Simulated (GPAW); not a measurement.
# NbH2 (Fm-3m) in GPAW: optical spectrum with BLYP

Aim: the optical spectrum of NbH2 with BLYP.

Everything below comes from runs of GPAW 26.7.0. Logs are shortened: lines on timing, memory, paths and dates and some standing lists are left out, and cuts for length are marked. The log counts tension as positive stress, the text compression.

## 1. The crystal as given

Symmetry: Fm-3m, No. 225, cubic system. The conventional cell has a = 4.563 Å, b = 4.563 Å, c = 4.563 Å, α = 90.00°, β = 90.00°, γ = 90.00°. Around Nb (site symmetry m-3m) lie 8 H at 1.98 Å. Around H (site symmetry -43m) lie 4 Nb at 1.98 Å.

## 2. Optical spectrum, BLYP

run.py

```python
from ase import Atoms
from ase.dft.bandgap import bandgap
from ase.io import write
from gpaw import GPAW, PW, setup_paths
from gpaw.response.df import DielectricFunction

setup_paths.insert(0, '.')

atoms = Atoms(['Nb', 'H', 'H'],
              cell=[[0.0, 2.2815, 2.2815],
                    [2.2815, 0.0, 2.2815],
                    [2.2815, 2.2815, 0.0]],
              scaled_positions=[[0.0, 0.0, 0.0],
                                [0.75, 0.75, 0.75],
                                [0.25, 0.25, 0.25]],
              pbc=True)

calc = GPAW(mode=PW(450),
            xc='BLYP',
            kpts={'size': (8, 8, 8), 'gamma': True},
            occupations={'name': 'fermi-dirac', 'width': 0.05},
            nbands=18,
            convergence={'density': 1e-06},
            eigensolver={'name': 'davidson', 'niter': 2},
            maxiter=150,
            txt='gpaw.txt')
atoms.calc = calc
energy = atoms.get_potential_energy()
calc.write('gs.gpw')
write('result.traj', atoms)
print(f'Energy: {energy:.6f} eV')
print('Fermi level:', round(calc.get_fermi_level(), 4), 'eV')
print(f'Gap: {bandgap(calc)[0]:.4f} eV, direct: {bandgap(calc, direct=True)[0]:.4f} eV')

dense = calc.fixed_density(kpts={'size': (25, 25, 25), 'gamma': True},
                           nbands=38, convergence={'bands': 32},
                           update_fermi_level=True, txt='dense.txt')
dense.write('dense.gpw', mode='all')

df = DielectricFunction('dense.gpw', frequencies={'type': 'nonlinear', 'domega0': 0.05, 'omega2': 10},
                        eta=0.15, ecut=50, nbands=32, rate='eta', txt='df.txt')
for direction in ['x']:
    df.get_dielectric_function(xc='RPA', direction=direction, filename=f'df_{direction}.csv')
```

Potentials or basis: PAW data sets generated in the run's folder for this functional, pw.

The run is started by

```
> gpaw-setup -f BLYP H Nb
> OMP_NUM_THREADS=1 python run.py
```

gpaw.txt:

```text
__  _  _
 | _ |_)|_||  |
 |__||  | ||/\| - 26.7.0

Input parameters:
  mode=PW(ecut=450.00000000000006),
  convergence={'density': 1e-06},
  eigensolver=Davidson(niter=2),
  kpts=MonkhorstPack(size=(8, 8, 8), gamma=True),
  maxiter=150,
  nbands=18,
  occupations=Occupations(name='fermi-dirac', width=0.05),
  xc=XC(name='BLYP')

Diagonalizing LCAO Hamiltonian
Converting LCAO to pw mode

                  H

           H

       Nb

Atoms  # Å, Bohr magnetons
|   | symbol |        x |        y |        z |    initial magnetic moments |
|---|--------|----------|----------|----------|-----------------------------|
| 0 |     Nb | 0.000000 | 0.000000 | 0.000000 | ( 0.0000,  0.0000,  0.0000) |
| 1 |      H | 3.422250 | 3.422250 | 3.422250 | ( 0.0000,  0.0000,  0.0000) |
| 2 |      H | 1.140750 | 1.140750 | 1.140750 | ( 0.0000,  0.0000,  0.0000) |

Unit cell  # Å
| periodic |        x |        y |        z |  lengths |    angles |
|----------|----------|----------|----------|----------|-----------|
|      yes | 0.000000 | 2.281500 | 2.281500 | 3.226528 | 60.000000 |
|      yes | 2.281500 | 0.000000 | 2.281500 | 3.226528 | 60.000000 |
|      yes | 2.281500 | 2.281500 | 0.000000 | 3.226528 | 60.000000 |

Number of symmetries: 48
Symmetry operations  # r_c * U_cc + t_c -> r_c
|    | kind |            matrix            |
|----|------|------------------------------|
|  0 |  σ   |  1, 0, 0,  1, 0,-1,  1,-1, 0 |
|  1 |  C2  |  1, 0, 0,  1,-1, 0,  1, 0,-1 |
|  2 |  E   |  1, 0, 0,  0, 1, 0,  0, 0, 1 |
|  3 |  σ   |  1, 0, 0,  0, 0, 1,  0, 1, 0 |
|  4 |  C4  |  1, 0,-1,  1, 0, 0,  1,-1, 0 |
|  5 |  S6  |  1, 0,-1,  1,-1, 0,  1, 0, 0 |
|  6 |  σ   |  1, 0,-1,  0, 1,-1,  0, 0,-1 |
|  7 |  C3  |  1, 0,-1,  0, 0,-1,  0, 1,-1 |
|  8 |  S6  |  1,-1, 0,  1, 0, 0,  1, 0,-1 |
|  9 |  C4  |  1,-1, 0,  1, 0,-1,  1, 0, 0 |
| 10 |  C3  |  1,-1, 0,  0,-1, 1,  0,-1, 0 |
| 11 |  σ   |  1,-1, 0,  0,-1, 0,  0,-1, 1 |
| 12 |  σ   |  0, 1, 0,  1, 0, 0,  0, 0, 1 |
| 13 |  C4  |  0, 1, 0,  0, 1,-1, -1, 1, 0 |
| 14 |  C3  |  0, 1, 0,  0, 0, 1,  1, 0, 0 |
| 15 |  S6  |  0, 1, 0, -1, 1, 0,  0, 1,-1 |
| 16 |  C2  |  0, 1,-1,  1, 0,-1,  0, 0,-1 |
| 17 |  σ   |  0, 1,-1,  0, 1, 0, -1, 1, 0 |
| 18 |  S4  |  0, 1,-1,  0, 0,-1,  1, 0,-1 |
| 19 |  C4  |  0, 1,-1, -1, 1, 0,  0, 1, 0 |
| 20 |  C3  |  0, 0, 1,  1, 0, 0,  0, 1, 0 |
| 21 |  σ   |  0, 0, 1,  0, 1, 0,  1, 0, 0 |
| 22 |  S6  |  0, 0, 1,  0,-1, 1, -1, 0, 1 |
| 23 |  C4  |  0, 0, 1, -1, 0, 1,  0,-1, 1 |
| 24 |  S4  |  0, 0,-1,  1, 0,-1,  0, 1,-1 |
| 25 |  C3  |  0, 0,-1,  0, 1,-1,  1, 0,-1 |
| 26 |  C2  |  0, 0,-1,  0,-1, 0, -1, 0, 0 |
| 27 |  S6  |  0, 0,-1, -1, 0, 0,  0,-1, 0 |
| 28 |  S4  |  0,-1, 1,  1,-1, 0,  0,-1, 0 |
| 29 |  C4  |  0,-1, 1,  0, 0, 1, -1, 0, 1 |
| 30 |  C2  |  0,-1, 1,  0,-1, 0,  1,-1, 0 |
| 31 |  σ   |  0,-1, 1, -1, 0, 1,  0, 0, 1 |
| 32 |  C3  |  0,-1, 0,  1,-1, 0,  0,-1, 1 |
| 33 |  S6  |  0,-1, 0,  0, 0,-1, -1, 0, 0 |
| 34 |  S4  |  0,-1, 0,  0,-1, 1,  1,-1, 0 |
| 35 |  C2  |  0,-1, 0, -1, 0, 0,  0, 0,-1 |
| 36 |  C2  | -1, 1, 0,  0, 1, 0,  0, 1,-1 |
| 37 |  S6  | -1, 1, 0,  0, 1,-1,  0, 1, 0 |
| 38 |  S4  | -1, 1, 0, -1, 0, 1, -1, 0, 0 |
| 39 |  C3  | -1, 1, 0, -1, 0, 0, -1, 0, 1 |
| 40 |  S6  | -1, 0, 1,  0, 0, 1,  0,-1, 1 |
| 41 |  C2  | -1, 0, 1,  0,-1, 1,  0, 0, 1 |
| 42 |  C3  | -1, 0, 1, -1, 1, 0, -1, 0, 0 |
| 43 |  S4  | -1, 0, 1, -1, 0, 0, -1, 1, 0 |
| 44 |  C2  | -1, 0, 0,  0, 0,-1,  0,-1, 0 |
| 45 |  i   | -1, 0, 0,  0,-1, 0,  0, 0,-1 |
| 46 |  σ   | -1, 0, 0, -1, 1, 0, -1, 0, 1 |
| 47 |  C2  | -1, 0, 0, -1, 0, 1, -1, 1, 0 |

BZ-sampling:
  Number of BZ points: 512
  Number of IBZ points: 29

  Monkhorst-Pack size: [8, 8, 8]
  Monkhorst-Pack shift: [0.0625, 0.0625, 0.0625]

K-points  # in reciprocal-cell coordinates
|     |                                coordinates |     weight |
|-----|--------------------------------------------|------------|
|   0 | (  0.00000000,   0.00000000,   0.00000000) | 0.00195312 |
|   1 | (  0.12500000,   0.12500000,   0.00000000) | 0.01171875 |
|   2 | (  0.12500000,   0.12500000,   0.12500000) | 0.01562500 |
|   3 | (  0.25000000,   0.12500000,   0.12500000) | 0.02343750 |
|   4 | (  0.25000000,   0.25000000,   0.00000000) | 0.01171875 |
|   5 | (  0.25000000,   0.25000000,   0.12500000) | 0.04687500 |
|   6 | (  0.25000000,   0.25000000,   0.25000000) | 0.01562500 |
|   7 | (  0.37500000,   0.25000000,  -0.37500000) | 0.04687500 |
|   8 | (  0.37500000,   0.25000000,   0.12500000) | 0.04687500 |
|   9 | (  0.37500000,   0.25000000,   0.25000000) | 0.04687500 |
| ... |                                            |            |
|  28 | (  0.50000000,   0.50000000,   0.50000000) | 0.00781250 |

Plane wave coefficients: 531
Cutoff: 450.00000000000006 eV

Spin-components: 1 (collinear spins)
Bands:           18
Projectors:      12
Spin-degeneracy: 2
Datatype:        complex128

Density:
  Valence electrons: 15.0
  Components: 1
  Grid points: [16 16 16]
  Charge: 0.0  # |e|

Potential:
  Grid points: [16 16 16]

species:
  Nb:
    name:    Niobium
    Z:       41.0
    valence: 13
    core:    28
    charge:  0.0  # [|e|]
    compensation charges:
      type: gauss
      rc: 0.40  # [Å]
      lmax: 2
    cutoffs:
      filter: 2.35  # [Å]
      core: 1.51  # [Å]
    projectors
    | kind |    occ | energy [eV] | rcut [Å] |
    |------|--------|-------------|----------|
    |   4s |  2.000 |     -58.244 |    1.323 |
    |   5s |  1.000 |      -3.926 |    1.323 |
    |   4p |  6.000 |     -34.375 |    1.323 |
    |   5p |  0.000 |      -1.062 |    1.323 |
    |   4d |  4.000 |      -2.919 |    1.244 |
    |    d |        |      24.292 |    1.244 |

    Using partial waves for Nb as LCAO basis

  H:
    name:    Hydrogen
    Z:       1.0
    valence: 1
    core:    0
    charge:  0.0  # [|e|]
    compensation charges:
      type: gauss
      rc: 0.15  # [Å]
      lmax: 2
    cutoffs:
      filter: 0.85  # [Å]
      core: 0.53  # [Å]
    projectors
    | kind |    occ | energy [eV] | rcut [Å] |
    |------|--------|-------------|----------|
    |   1s |  1.000 |      -6.535 |    0.476 |
    |    s |        |      20.676 |    0.476 |
    |    p |        |       0.000 |    0.476 |

    Using partial waves for H as LCAO basis

Reference energy: -103945.522861  # eV

eigensolver:
  Davidson
  Converge bands: occupied
  niter=2

density mixing:
  MSR1-Mixer
  Pratt-step length: 0.05
  Maximum mixing coefficient: 0.75
  Old densities: 10
  SVD Regularization: 0.005
  Good broyden scale: 1.0
  Trust region scale: 1.0
  Backstep threshold: 4.0
  History deletion threshold: 6.0
  Fourier metric: weight=20.0, sigma=0.015

occupation numbers:
  Fermi-Dirac:
    width: 0.0500  # eV

poisson solver:
  ecut: 3600.0000000000005  # eV

xc functional:
  name: BLYP with 2 nearest neighbor stencil

convergence criteria:
- Maximum integral of absolute [dens]ity change: 1e-06 electrons / valence electron
- Maximum [total energy] change in last 3 cyles: 0.0005 eV / valence electron
- Maximum integral of absolute [eigenst]ate change: 4e-08 eV^2 / valence electron
maximum number of iterations: 150

SCF iterations
|iter     | |      energy | eigst |  dens |
|---------|-|-------------|-------|-------|
|iter:   1| |  -17.675992 | +0.20 |       |
|iter:   2| |  -17.409745 | -1.89 | -0.94 |
|iter:   3| |  -16.168822 | -1.22 | -0.98 |
|iter:   4| |  -16.151255 | -3.31 | -1.69 |
|iter:   5| |  -16.149029 | -3.56 | -1.97 |
|iter:   6| |  -16.149086c| -5.23 | -2.88 |
|iter:   7| |  -16.149109c| -5.69 | -3.24 |
|iter:   8| |  -16.149110c| -7.25 | -4.16 |
|iter:   9| |  -16.149110c| -8.20c| -4.74 |
|iter:  10| |  -16.149110c|-10.05c| -5.67 |
|iter:  11| |  -16.149110c|-11.18c| -6.15c|

Converged in 11 steps
Energy contributions relative to reference atoms: (reference = -103945.522861)

Energy contributions:
  Kinetic:          10.052134
  Coulomb:         -14.605012
  Zero:             -0.076882
  External:          0.000000
  Xc:              -11.512896
  Entropy:          -0.012908
  Spinorbit:         0.000000
  ----------------------------
  Free energy:     -16.155563
  Extrapolated:    -16.149110

dipole moment: (-16.637448, -16.637448, -16.637448)  # |e|*Ang

Fermi level: 10.726
Eigenvalues  # (at kpt = [0.000, 0.000, 0.000])
| band index |      eig [eV] | occ [0-2] |
|------------|---------------|-----------|
|          0 |       -44.871 |     2.000 |
|          1 |       -20.675 |     2.000 |
|          2 |       -20.675 |     2.000 |
|          3 |       -20.675 |     2.000 |
|          4 |         0.014 |     2.000 |
|          5 |         9.102 |     2.000 |
[... 10 lines left out ...]
|         16 |        32.789 |     0.000 |
|         17 |        32.789 |     0.000 |

No gap
No difference between direct/indirect transitions
# Writing to gs.gpw (mode='')
```

Wall time 2.2 min (1 thread of Arm Neoverse V2, shared host); peak memory 0.46 GiB.

What came out:

```
Free energy            : -16.1556 eV
Band gap on the k mesh : none (metal or under the smearing width)
```

Dielectric function (mean over the directions given):
| energy (eV) | real part | imaginary part |
| --- | --- | --- |
| 0.25 | -135.40 | 335.03 |
| 0.67 | -40.45 | 44.64 |
| 1.15 | -7.13 | 21.55 |
| 1.66 | -1.68 | 15.95 |
| 2.18 | 2.17 | 16.33 |
| 2.66 | -0.08 | 13.74 |
| 3.17 | -0.79 | 11.64 |
| 3.56 | -2.55 | 9.30 |
| 4.03 | -1.26 | 6.71 |
| 4.51 | -0.24 | 5.30 |
| 5.01 | 0.89 | 4.57 |
| 5.53 | 2.42 | 4.49 |
| 6.07 | 3.69 | 5.56 |
| 6.55 | 2.15 | 7.68 |
| 6.87 | 1.07 | 6.23 |
| 7.38 | 2.16 | 6.34 |
| 7.90 | 1.27 | 8.19 |
| 8.43 | -2.29 | 7.90 |
| 8.89 | -2.60 | 5.37 |
| 9.47 | -2.11 | 3.71 |
| 9.76 | -1.67 | 3.24 |
| 10.26 | -0.89 | 2.87 |
| 10.78 | 0.21 | 3.26 |
| 11.31 | -0.89 | 5.14 |
| 11.85 | -2.37 | 3.03 |
| 12.30 | -1.82 | 2.20 |
| 12.77 | -1.38 | 1.80 |
| 13.24 | -0.80 | 1.63 |
| 13.72 | -0.53 | 2.18 |
| 14.22 | -1.22 | 2.12 |
| 14.73 | -1.10 | 1.46 |
| 15.26 | -0.85 | 1.36 |
| 15.80 | -0.77 | 1.27 |
| 16.21 | -0.75 | 1.06 |
| 16.78 | -0.69 | 1.09 |
| 17.36 | -0.56 | 0.77 |
| 17.96 | -0.37 | 0.71 |
| 18.58 | -0.26 | 0.72 |
| 19.22 | -0.26 | 0.68 |
| 19.87 | -0.26 | 0.50 |

Caveat: the intraband term hangs on this k mesh; the long-wavelength limit can be off by several per cent where d states take part; independent-particle spectra lack excitons.
